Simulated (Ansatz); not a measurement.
Runs of Ansatz 0.2.0 on TiCo. Symmetry: Pm-3m, No. 221, cubic system. Conventional cell: a = 2.986 Å, b = 2.986 Å, c = 2.986 Å, α = 90.00°, β = 90.00°, γ = 90.00°. Co (site symmetry m-3m) has 8 Ti at 2.59 Å as nearest neighbours. Around Ti (site symmetry m-3m) lie 8 Co at 2.59 Å. The cell comes from a database or a generator and needn't be the stable form of this composition.

| task | level | cell | smearing | points for each segment of the path | gap on the mesh (eV) | pressure (GPa) | moment (μB) |
| --- | --- | --- | --- | --- | --- | --- | --- |
| relaxation of cell and atoms | PBE | relaxed | fermi-dirac 0.05 eV | - | none | 0.0 | 0.82 |
| single point | PBE | as given | gaussian 0.011 eV | - | none | -0.5 | 0.84 |
| band structure | PBE | as given | fermi-dirac 0.05 eV | 14 | none | -0.5 | 0.82 |
| band structure | LDA | as given | fermi-dirac 0.05 eV | 14 | none | (a) | 0.49 |

Alike in all rows: potentials or basis Ansatz PAW; spin collinear, ferromagnetic start; k mesh 9 × 9 × 9; cutoff (eV) 420.

Q: Fill in the values left out.

A: (a) -14.7.

Caveats: the plane-wave basis is chosen anew once the cell has moved, so the energies of steps on either side of that aren't comparable (some runs); the PAW data sets come from PBE, with cores solved anew for the run's functional, which leaves a small shift of forces and pressure (some runs).

A gap of «none» marks a metal or a gap under the smearing width.
